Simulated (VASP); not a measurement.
# TaAs: relaxation with set parts of the cell free, by free to move

TaAs, P1 (no. 1), 8 atoms in the cell. PBE, constrained relaxation; PAW potentials Ta_pv, As (PBE set).

| Free to move | Volume (Å³/atom) | Pressure in a fresh run at the final cell (GPa) | Pressure printed at the end of the relaxation (GPa) | Ionic steps, all stages | Electronic steps, all stages | Time (s) |
|---|---|---|---|---|---|---|
| atoms | 17.678 | -0.63 | -0.63 | 14 | 97 | 64 |
| atoms, shape and volume | 17.615 | 0.01 | 0.01 | 23 | 147 | 98 |
| atoms and shape at fixed volume | 17.678 | -0.62 | -0.62 | 18 | 121 | 90 |
| shape alone | 17.678 | -0.29 | -0.29 | 9 | 79 | 55 |
| shape and volume | 17.649 | 0.00 | 0.01 | 11 | 89 | 60 |
| volume alone | 17.655 | 0.01 | 0.01 | 5 | 59 | 38 |
| atoms and volume | 17.614 | 0.01 | 0.01 | 21 | 131 | 86 |
| atoms and the z components of the lattice | 17.638 | -0.27 | -0.27 | 17 | 114 | 79 |
| atoms and the x and y components of the lattice | 17.620 | -0.04 | -0.04 | 19 | 131 | 85 |
| atoms and the y and z components of the lattice | 17.606 | 0.11 | 0.11 | 18 | 122 | 80 |

Limits: the start was distorted on purpose (random strain, atoms moved at random), so the space group given is the start's and not the crystal's.

## Input of the first row

INCAR.step1:
```
SYSTEM = TaAs
ALGO     = Normal         ! electronic algorithm
EDIFF    = 1E-6           ! SCF threshold, eV
EDIFFG   = -0.01          ! ionic threshold
ENCUT    = 300            ! plane-wave cutoff, eV
IBRION   = 2              ! ionic algorithm
ISIF     = 2              ! what is computed and relaxed
ISMEAR   = 1              ! smearing method
ISYM     = 0            
KPAR     = 8            
LASPH    = .True.         ! aspherical terms in the spheres
LCHARG   = .False.        ! write CHGCAR
LREAL    = .False.        ! projectors in reciprocal space
LWAVE    = .False.        ! write WAVECAR
NELM     = 100            ! most SCF steps
NSW      = 80             ! ionic steps
POTIM    = 0.5            ! step
PREC     = Accurate       ! precision mode
SIGMA    = 0.1            ! smearing width, eV
```

INCAR.step3, as INCAR.step1 but for:
```
- EDIFFG = -0.01
- IBRION = 2
- NSW = 80
- POTIM = 0.5
+ NSW = 0
```

KPOINTS:
```
k-points
0
Gamma
  7 7 2
```

POSCAR.step1:
```
TaAs
1.0
    3.4555270000     -0.0082910000     -0.0035560000
   -0.0082910000      3.4748040000      0.0176920000
   -0.0121180000      0.0602930000     11.7786690000
Ta As
4 4
Direct
    0.0086510000      0.0055710000      0.2503190000
    0.4865380000      0.0066940000      1.0007750000
    0.4968140000      0.5023450000      0.7504530000
    0.0079610000      0.4949320000      0.5011700000
   -0.0058620000     -0.0076340000      0.8297860000
    0.0120480000      0.4950840000      0.0805320000
    0.4935290000      0.4911010000      0.3317150000
    0.5003200000      0.0119080000      0.5856460000
```

POSCAR.step3:
```
TaAs
1.0
    3.4555270000     -0.0082910000     -0.0035560000
   -0.0082910000      3.4748040000      0.0176920000
   -0.0121180000      0.0602930000     11.7786690000
Ta As
4 4
Direct
    0.9992677024      0.9982984402      0.2499893324
    0.4998528979      0.0038110163      0.0002258696
    0.4991773756      0.4984308672      0.7499697691
    0.0008474420      0.5038180110      0.5002034432
    0.9996581739      0.9969305883      0.8324334697
    0.0000573244      0.5009920156      0.0825710959
    0.4998971264      0.4966274139      0.3324283321
    0.5012409574      0.0010926474      0.5825746881
```

Commands (each step's output is kept before the next begins):
```
cat potpaw_PBE.64/Ta_pv/POTCAR potpaw_PBE.64/As/POTCAR > POTCAR
cp INCAR.step1 INCAR
cp POSCAR.step1 POSCAR
mpirun -np 8 vasp_std > vasp.out
cp CONTCAR POSCAR
mpirun -np 8 vasp_std > vasp.out
cp CONTCAR POSCAR
cp INCAR.step3 INCAR
cp POSCAR.step3 POSCAR
mpirun -np 8 vasp_std > vasp.out
```

Changes of the last row against the first:
```
- ISIF = 2
+ ISIF = 3
+ LATTICE_CONSTRAINTS = .FALSE. .TRUE. .TRUE.
```

VASP 6.6.1 took 64 s on 8 cores (AMD EPYC 9R45 (Zen 5)), a shared host.
